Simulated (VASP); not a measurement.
# Al (Fm-3m) in VASP: settings compared

The runs below take Al through band structure, with LDA, PBEsol, RPBE.

Everything below comes from runs of VASP 6.6.1. Logs are shortened: lines on timing, memory, paths and dates and some standing lists are left out, and cuts for length are marked.

### Step 1. The crystal as given

Symmetry: Fm-3m, No. 225, cubic system. The conventional cell has a = 4.050 Å, b = 4.050 Å, c = 4.050 Å, α = 90.00°, β = 90.00°, γ = 90.00°. Around Al (site symmetry m-3m) lie 12 Al at 2.86 Å.

### Step 2. Band structure, LDA

INCAR

```
SYSTEM = Al
PREC     = Accurate       ! precision mode
ENCUT    = 520            ! plane-wave cutoff, eV
EDIFF    = 1E-7           ! SCF threshold, eV
ISMEAR   = -1             ! smearing method
SIGMA    = 0.05           ! smearing width, eV
LREAL    = .FALSE.        ! projectors in reciprocal space
LASPH    = .TRUE.         ! aspherical terms in the spheres
NELM     = 60             ! most SCF steps
ALGO     = Normal         ! electronic algorithm
ISIF     = 2              ! what is computed and relaxed
LWAVE    = .FALSE.        ! write WAVECAR
LCHARG   = .FALSE.        ! write CHGCAR
GGA      = CA             ! functional
NBANDS   = 8              ! bands
```

KPOINTS

```
Automatic mesh
0
G
  11 11 11
  0 0 0
```

POSCAR

```
Al
1.0
    0.0000000000      2.0248050000      2.0248050000
    2.0248050000      0.0000000000      2.0248050000
    2.0248050000      2.0248050000      0.0000000000
Al
1
Direct
    0.0000000000      0.0000000000      0.0000000000
```

KPOINTS_OPT

```
path GXWKGLUWLK,UX
10
line-mode
reciprocal
 0.0000000000  0.0000000000  0.0000000000  G
 0.5000000000  0.0000000000  0.5000000000  X

 0.5000000000  0.0000000000  0.5000000000  X
 0.5000000000  0.2500000000  0.7500000000  W

 0.5000000000  0.2500000000  0.7500000000  W
 0.3750000000  0.3750000000  0.7500000000  K

 0.3750000000  0.3750000000  0.7500000000  K
 0.0000000000  0.0000000000  0.0000000000  G

 0.0000000000  0.0000000000  0.0000000000  G
 0.5000000000  0.5000000000  0.5000000000  L

 0.5000000000  0.5000000000  0.5000000000  L
 0.6250000000  0.2500000000  0.6250000000  U

 0.6250000000  0.2500000000  0.6250000000  U
 0.5000000000  0.2500000000  0.7500000000  W

 0.5000000000  0.2500000000  0.7500000000  W
 0.5000000000  0.5000000000  0.5000000000  L

 0.5000000000  0.5000000000  0.5000000000  L
 0.3750000000  0.3750000000  0.7500000000  K

 0.6250000000  0.2500000000  0.6250000000  U
 0.5000000000  0.0000000000  0.5000000000  X
```

Potentials or basis: VASP PAW LDA potentials, release 64 (Al).

Started as:

```sh
$ cat potpaw_LDA.64/Al/POTCAR > POTCAR
$ mpirun -np 1 vasp_std > vasp.out
```

OUTCAR:

```text
SYSTEM = Al
   PREC = Accurate
   ENCUT = 520
   EDIFF = 1E-7
   ISMEAR = -1
   LREAL = .FALSE.
   LASPH = .TRUE.
   NELM = 60
   ISIF = 2
   GGA = CA

 ion  position               nearest neighbor table
   1  0.000  0.000  0.000-

  LATTYP: Found a face centered cubic cell.
 ALAT       =     4.0496100000

  Lattice vectors:

 A1 = (   0.0000000000,   2.0248050000,   2.0248050000)
 A2 = (   2.0248050000,   0.0000000000,   2.0248050000)
 A3 = (   2.0248050000,   2.0248050000,   0.0000000000)

Analysis of symmetry for initial positions (statically):
=====================================================================
 Subroutine PRICEL returns:
 Original cell was already a primitive cell.

 Routine SETGRP: Setting up the symmetry group for a
 face centered cubic supercell.

 Subroutine GETGRP returns: Found 48 space group operations
 (whereof 48 operations were pure point group operations)
 out of a pool of 48 trial point group operations.

The static configuration has the point symmetry O_h .

Analysis of symmetry for dynamics (positions and initial velocities):
=====================================================================
 Subroutine PRICEL returns:
 Original cell was already a primitive cell.

 Routine SETGRP: Setting up the symmetry group for a
 face centered cubic supercell.

 Subroutine GETGRP returns: Found 48 space group operations
 (whereof 48 operations were pure point group operations)
 out of a pool of 48 trial point group operations.

The dynamic configuration has the point symmetry O_h .

 Subroutine INISYM returns: Found 48 space group operations
 (whereof 48 operations are pure point group operations),
 and found     1 'primitive' translations

----------------------------------------------------------------------------------------

                                     Primitive cell

  volume of cell :      16.6027

  direct lattice vectors                    reciprocal lattice vectors
     0.000000000  2.024805000  2.024805000    -0.246937359  0.246937359  0.246937359
     2.024805000  0.000000000  2.024805000     0.246937359 -0.246937359  0.246937359
     2.024805000  2.024805000  0.000000000     0.246937359  0.246937359 -0.246937359

  length of vectors
     2.863506692  2.863506692  2.863506692     0.427708053  0.427708053  0.427708053

  position of ions in fractional coordinates (direct lattice)
     0.000000000  0.000000000  0.000000000

  ion indices of the primitive-cell ions
   primitive index   ion index
                 1           1

----------------------------------------------------------------------------------------

 KPOINTS: Automatic mesh

Automatic generation of k-mesh.
 Grid dimensions read from file:
 generate k-points for:   11   11   11

 Generating k-lattice:

  Cartesian coordinates                     Fractional coordinates (reciprocal lattice)
    -0.022448851  0.022448851  0.022448851     0.090909091  0.000000000  0.000000000
     0.022448851 -0.022448851  0.022448851     0.000000000  0.090909091  0.000000000
     0.022448851  0.022448851 -0.022448851     0.000000000  0.000000000  0.090909091

  Length of vectors
     0.038882550  0.038882550  0.038882550

  Shift w.r.t. Gamma in fractional coordinates (k-lattice)
     0.000000000  0.000000000  0.000000000

 Subroutine IBZKPT returns following result:
 ===========================================

 Found     56 irreducible k-points:

 Following reciprocal coordinates:
            Coordinates               Weight
  0.000000  0.000000  0.000000      1.000000
  0.090909  0.000000  0.000000      8.000000
  0.181818  0.000000  0.000000      8.000000
  0.272727  0.000000  0.000000      8.000000
  0.363636  0.000000  0.000000      8.000000
  0.454545  0.000000  0.000000      8.000000
[... 16 lines left out ...]
 -0.272727  0.181818  0.000000     24.000000
 -0.181818  0.181818  0.000000     12.000000
 [... further k-points ...]
   k-points           NKPTS =     56   k-points in BZ     NKDIM =     56   number of bands    NBANDS=      8
   number of dos      NEDOS =    301   number of ions     NIONS =      1
   total plane-waves  NPLWV =  13824
   dimension x,y,z NGX =    24 NGY =   24 NGZ =   24
   dimension x,y,z NGXF=    48 NGYF=   48 NGZF=   48
   ions per type =               1
   NGX,Y,Z   is equivalent  to a cutoff of  13.93, 13.93, 13.93 a.u.
   NGXF,Y,Z  is equivalent  to a cutoff of  27.87, 27.87, 27.87 a.u.
 SYSTEM =  Al
   PREC   = accura    normal or accurate (medium, high low for compatibility)
   ISTART =      0    job   : 0-new  1-cont  2-samecut
   ICHARG =      2    charge: 1-file 2-atom 10-const
   ISPIN  =      1    spin polarized calculation?
   LNONCOLLINEAR =      F non collinear calculations
   LSORBIT =      F    spin-orbit coupling
   LASPH  =      T    aspherical Exc in radial PAW
   ENCUT  =  520.0 eV  38.22 Ry    6.18 a.u.   5.32  5.32  5.32*2*pi/ulx,y,z
   NELM   =     60;   NELMIN=  2; NELMDL= -5     # of ELM steps
   EDIFF  = 0.1E-06   stopping-criterion for ELM
   LREAL  =      F    real-space projection
   EDIFFG = 0.1E-05   stopping-criterion for IOM
   NSW    =      0    number of steps for IOM
   IBRION =     -1    ionic relax: 0-MD 1-quasi-New 2-CG
   NFREE  =      0    steps in history (QN), initial steepest desc. (CG)
   ISIF   =      2    stress and relaxation
   ISYM   =      2    0-nonsym 1-usesym 2-fastsym
   POTIM  = 0.5000    time-step for ionic-motion
   TEBEG  =    0.0;   TEEND  =   0.0 temperature during run
   PSTRESS=    0.0 pullay stress
   NELECT =       3.0000    total number of electrons
   NUPDOWN=      -1.0000    fix difference up-down
   EMIN   =  10.00;   EMAX   =-10.00  energy-range for DOS
   EFERMI =   0.00;   METHOD = LEGACY
   ISMEAR =    -1;   SIGMA  =   0.05  broadening in eV -4-tet -1-fermi 0-gaus
   EFERMI_NEDOS =   21; number of points for ismear=-14 and -15
   IALGO  =     38    algorithm
   IMIX   =      4    mixing-type and parameters
     AMIX     =   0.40;   BMIX     =  1.00
     AMIX_MAG =   1.60;   BMIX_MAG =  1.00
  volume/ion in A,a.u.               =      16.60       112.04
  Fermi-wavevector in a.u.,A,eV,Ry     =   0.925526  1.748991 11.654733  0.856599
  Thomas-Fermi vector in A             =   2.051390
   LORBIT       =      0    0 simple, 1 ext, 2 COOP (PROOUT), +10 PAW based schemes
   GGA     = CA    functional components
   LHFCALC =     F    Hartree Fock is set to
   AEXX    =    0.0000 exact exchange contribution
   IVDW    =     0    specifies the selected vdW correction
   LEPSILON=     F    determine dielectric tensor
   LRPA    =     F    only Hartree local field effects (RPA)
 non-spin polarized calculation
  energy-cutoff  :      520.00
  volume of cell :       16.60
 maximum number of plane-waves:       459
 NGX is ok and might be reduce to    24
   NGX = 11   NGY = 11   NGZ = 11

 number of electron       3.0000000 magnetization

 Free energy of the ion-electron system (eV)
  ---------------------------------------------------
  ext. energy  EPLUGINS =         0.00000000
  ---------------------------------------------------
  free energy    TOTEN  =        -4.19241936 eV

  energy without entropy =       -4.18838879  energy(sigma->0) =       -4.19040407

 E-fermi :   7.7419     XC(G=0): -10.3208

 val. band max:        7.5048300344   @ k =  -0.4545   0.4545   0.0909
 cond. band min:       7.7428628590   @ k =  -0.4545   0.3636   0.0000
 fundamental gap:      0.2380328246
 Fermi energy:         7.7419047647

 k-point     1 :       0.0000    0.0000    0.0000
  band No.  band energies     occupation
      1      -3.3306      2.00000
      2      20.2644      0.00000
      3      20.2644      0.00000
      4      20.2644      0.00000
      5      21.5366      0.00000
      6      21.5366      0.00000
      7      21.5366      0.00000
      8      24.2944      0.00000

 k-point     2 :       0.0909    0.0000    0.0000
  band No.  band energies     occupation
      1      -3.1075      2.00000
      2      17.3379      0.00000
      3      19.5785      0.00000
      4      19.5785      0.00000
      5      22.3271      0.00000
      6      22.5486      0.00000
      7      22.5486      0.00000
      8      25.8426      0.00000

 k-point     3 :       0.1818    0.0000    0.0000
  band No.  band energies     occupation
      1      -2.4403      2.00000
      2      13.7183      0.00000
      3      18.8356      0.00000
      4      18.8356      0.00000
      5      22.1486      0.00000
      6      23.3737      0.00000
      7      23.3737      0.00000
      8      24.9890      0.00000

 k-point     4 :       0.2727    0.0000    0.0000
  band No.  band energies     occupation
      1      -1.3353      2.00000
      2      10.3128      0.00000
      3      18.4243      0.00000
      4      18.4243      0.00000
      5      21.8991      0.00000
      6      21.8991      0.00000
      7      21.9600      0.00000
      8      26.0012      0.00000

 k-point     5 :       0.3636    0.0000    0.0000
  band No.  band energies     occupation
      1       0.1975      2.00000
      2       7.2251      1.99994
      3      18.3768      0.00000
      4      18.3768      0.00000
      5      20.4917      0.00000
      6      20.4917      0.00000
      7      22.0425      0.00000
      8      24.5148      0.00000

 k-point     6 :       0.4545    0.0000    0.0000
  band No.  band energies     occupation
      1       2.1445      2.00000
      2       4.4965      2.00000
      3      18.6917      0.00000
      4      18.6917      0.00000
      5      19.4339      0.00000
      6      19.4339      0.00000
      7      22.4833      0.00000
      8      23.3291      0.00000

 k-point     7 :       0.0909    0.0909    0.0000
  band No.  band energies     occupation
      1      -3.0332      2.00000
      2      18.3137      0.00000
      3      18.3137      0.00000
      4      18.7065      0.00000
      5      20.8892      0.00000
      6      23.9055      0.00000
      7      23.9055      0.00000
      8      23.9746      0.00000
[... 133 lines left out ...]
 k-point    20 :       0.4545    0.1818    0.0000
  band No.  band energies     occupation
      1       1.5687      2.00000
      2       7.0059      2.00000
      3      13.9512      0.00000
      4      15.3886      0.00000
      5      17.1503      0.00000
      6      24.4748      0.00000
      7      24.7545      0.00000
      8      27.5984      0.00000

 k-point    21 :      -0.4545    0.1818    0.0000
  band No.  band energies     occupation
      1       3.6287      2.00000
      2       4.4296      2.00000
      3      12.9467      0.00000
      4      15.8367      0.00000
      5      17.6745      0.00000
      6      23.5664      0.00000
      7      26.0098      0.00000
      8      28.4312      0.00000

 k-point    22 :      -0.3636    0.1818    0.0000
  band No.  band energies     occupation
      1       2.2152      2.00000
      2       6.0908      2.00000
      3      12.3548      0.00000
      4      16.6635      0.00000
      5      18.5905      0.00000
      6      23.0077      0.00000
      7      25.6191      0.00000
      8      28.5099      0.00000

 k-point    23 :      -0.2727    0.1818    0.0000
  band No.  band energies     occupation
      1       0.4150      2.00000
      2       8.8683      0.00000
      3      12.2131      0.00000
      4      17.8645      0.00000
      5      19.8812      0.00000
      6      22.7985      0.00000
      7      25.1790      0.00000
      8      25.6725      0.00000

 k-point    24 :      -0.1818    0.1818    0.0000
  band No.  band energies     occupation
      1      -0.9688      2.00000
      2      11.5405      0.00000
      3      12.9213      0.00000
      4      19.4193      0.00000
      5      21.4897      0.00000
      6      22.5620      0.00000
      7      23.5526      0.00000
      8      24.5462      0.00000

 [... further k-points ...]

------------------------ aborting loop because EDIFF is reached ----------------------------------------

  FORCE on cell =-STRESS in cart. coord.  units (eV):
  Direction    XX          YY          ZZ          XY          YZ          ZX
  --------------------------------------------------------------------------------------
  -------------------------------------------------------------------------------------
  Total       -0.3739776     -0.3739776     -0.3739776     -0.0000000      0.0000000     -0.0000000
  in kB      -36.0891382    -36.0891382    -36.0891382     -0.0000000      0.0000000     -0.0000000
  external PRESSURE =     -36.0891382 kB  Pullay stress =       0.0000000 kB

 VOLUME and BASIS-vectors are now :
 -----------------------------------------------------------------------------
  energy-cutoff  :      520.00
  volume of cell :       16.60
      direct lattice vectors                 reciprocal lattice vectors
     0.000000000  2.024805000  2.024805000    -0.246937359  0.246937359  0.246937359
     2.024805000  0.000000000  2.024805000     0.246937359 -0.246937359  0.246937359
     2.024805000  2.024805000  0.000000000     0.246937359  0.246937359 -0.246937359

 POSITION                                       TOTAL-FORCE (eV/Angst)
 -----------------------------------------------------------------------------------
      0.00000      0.00000      0.00000        -0.000000      0.000000      0.000000
 -----------------------------------------------------------------------------------
    total drift:                                0.000000      0.000000     -0.000000

  FREE ENERGIE OF THE ION-ELECTRON SYSTEM (eV)
  ---------------------------------------------------
  free  energy   TOTEN  =        -4.1924193606 eV

  energy  without entropy=       -4.1883887864  energy(sigma->0) =       -4.19040407
```

Wall time 6.9 s (1 thread of Intel Xeon Platinum 8488C (Sapphire Rapids), shared host); peak memory 0.12 GiB.

What came out:

* Free energy: -4.1924 eV
* Pressure: -3.6 GPa
* Band gap along the path: none (metal or under the smearing width)

Levels at the corners of the path, in eV from the Fermi level:
| point | band 1 | band 2 | band 3 | band 4 | band 5 | band 6 |
| --- | --- | --- | --- | --- | --- | --- |
| Γ | -11.07 | 12.52 | 12.52 | 12.52 | 13.79 | 13.79 |
| X | -2.90 | -1.63 | 5.28 | 5.49 | 5.49 | 8.88 |
| X | -2.90 | -1.63 | 5.28 | 5.49 | 5.49 | 8.88 |
| W | -0.83 | -0.83 | 0.21 | 0.95 | 15.68 | 15.68 |
| W | -0.83 | -0.83 | 0.21 | 0.95 | 15.68 | 15.68 |
| K | -1.87 | -1.34 | -0.47 | 6.45 | 8.12 | 15.47 |
| K | -1.87 | -1.34 | -0.47 | 6.45 | 8.12 | 15.47 |
| Γ | -11.07 | 12.52 | 12.52 | 12.52 | 13.79 | 13.79 |
| Γ | -11.07 | 12.52 | 12.52 | 12.52 | 13.79 | 13.79 |
| L | -4.54 | -4.40 | 11.15 | 11.15 | 11.39 | 11.39 |
| L | -4.54 | -4.40 | 11.15 | 11.15 | 11.39 | 11.39 |
| U | -1.87 | -1.34 | -0.47 | 6.45 | 8.12 | 15.47 |
| U | -1.87 | -1.34 | -0.47 | 6.45 | 8.12 | 15.47 |
| W | -0.83 | -0.83 | 0.21 | 0.95 | 15.68 | 15.68 |
| W | -0.83 | -0.83 | 0.21 | 0.95 | 15.68 | 15.68 |
| L | -4.54 | -4.40 | 11.15 | 11.15 | 11.39 | 11.39 |
| L | -4.54 | -4.40 | 11.15 | 11.15 | 11.39 | 11.39 |
| K | -1.87 | -1.34 | -0.47 | 6.45 | 8.12 | 15.47 |
| U | -1.87 | -1.34 | -0.47 | 6.45 | 8.12 | 15.47 |
| X | -2.90 | -1.63 | 5.28 | 5.49 | 5.49 | 8.88 |

### Step 3. Band structure, PBEsol

INCAR

```
PREC     = Accurate       # precision mode
ENCUT    = 520            # plane-wave cutoff, eV
EDIFF    = 1E-6           # SCF threshold, eV
ISMEAR   = -1             # smearing method
SIGMA    = 0.05           # smearing width, eV
LREAL    = False          # projectors in reciprocal space
LASPH    = True           # aspherical terms in the spheres
NELM     = 100            # most SCF steps
ALGO     = Normal         # electronic algorithm
ISIF     = 2              # what is computed and relaxed
LWAVE    = False          # write WAVECAR
LCHARG   = False          # write CHGCAR
GGA      = PS             # functional
```

KPOINTS

```
regular mesh
0
Gamma
  11 11 11
```

POSCAR is that of step 2.

Changes to KPOINTS_OPT since step 2:

```diff
@@ -1,3 +1,3 @@
 path GXWKGLUWLK,UX
-10
+15
 line-mode
```

Potentials or basis: VASP PAW PBE potentials, release 64 (Al).

Started as:

```sh
$ cat potpaw_PBE.64/Al/POTCAR > POTCAR
$ mpirun -np 1 vasp_std > vasp.out
```

Run time: 5.9 s. Hardware: 1 thread of Intel Xeon Platinum 8488C (Sapphire Rapids), shared host; peak memory 0.13 GiB.

The run converged. Its results:

* Free energy: -4.0995 eV
* Pressure: -1.9 GPa
* Band gap along the path: none (metal or under the smearing width)

Levels at the corners of the path, in eV from the Fermi level:
| point | band 1 | band 2 | band 3 | band 4 | band 5 |
| --- | --- | --- | --- | --- | --- |
| Γ | -11.10 | 12.55 | 12.55 | 12.55 | 14.00 |
| X | -2.91 | -1.62 | 5.24 | 5.55 | 5.55 |
| X | -2.91 | -1.62 | 5.24 | 5.55 | 5.55 |
| W | -0.85 | -0.85 | 0.16 | 1.07 | 15.74 |
| W | -0.85 | -0.85 | 0.16 | 1.07 | 15.74 |
| K | -1.88 | -1.36 | -0.42 | 6.51 | 8.15 |
| K | -1.88 | -1.36 | -0.42 | 6.51 | 8.15 |
| Γ | -11.10 | 12.55 | 12.55 | 12.55 | 14.00 |
| Γ | -11.10 | 12.55 | 12.55 | 12.55 | 14.00 |
| L | -4.58 | -4.38 | 11.32 | 11.32 | 11.40 |
| L | -4.58 | -4.38 | 11.32 | 11.32 | 11.40 |
| U | -1.88 | -1.36 | -0.42 | 6.51 | 8.15 |
| U | -1.88 | -1.36 | -0.42 | 6.51 | 8.15 |
| W | -0.85 | -0.85 | 0.16 | 1.07 | 15.74 |
| W | -0.85 | -0.85 | 0.16 | 1.07 | 15.74 |
| L | -4.58 | -4.38 | 11.32 | 11.32 | 11.40 |
| L | -4.58 | -4.38 | 11.32 | 11.32 | 11.40 |
| K | -1.88 | -1.36 | -0.42 | 6.51 | 8.15 |
| U | -1.88 | -1.36 | -0.42 | 6.51 | 8.15 |
| X | -2.91 | -1.62 | 5.24 | 5.55 | 5.55 |

Caveat: the PAW data sets were made with another functional, which shifts forces and pressure a little.

(Continued in part 2 of 2.)
